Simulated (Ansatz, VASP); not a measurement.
One calculation of Be, two programs

```xyz
2
Lattice="2.2295 0.0000 0.0000 -1.1148 1.9308 0.0000 0.0000 0.0000 3.5083" Properties=species:S:1:pos:R:3 pbc="T T T"
Be    0.0000    1.2872    0.8771
Be    1.1148    0.6436    2.6312
```

Alike in both runs: task single point; functional LDA; k mesh 16 × 16 × 9; occupations methfessel-paxton of order 1, width 0.3 eV; no spin polarisation.

|  | VASP | Ansatz |
| --- | --- | --- |
| version | VASP 6.6.1 | Ansatz 0.2.0 |
| potentials or method | VASP PAW LDA potentials, release 64 (Be) | plane waves (420 eV) with PAW, scalar-relativistic |
| plane-wave cutoff (eV) | 520 | 420 |
| valence electrons in the cell | 4 | 4 |

Ansatz gave:

- pressure (GPa): 0.0
- largest component of the traceless stress (GPa): 0.08

Q: Which values does VASP return?

A: Pressure (GPa): 0.4; largest component of the traceless stress (GPa): 0.07.

Ansatz warned: «pseudo_functional_mismatch».
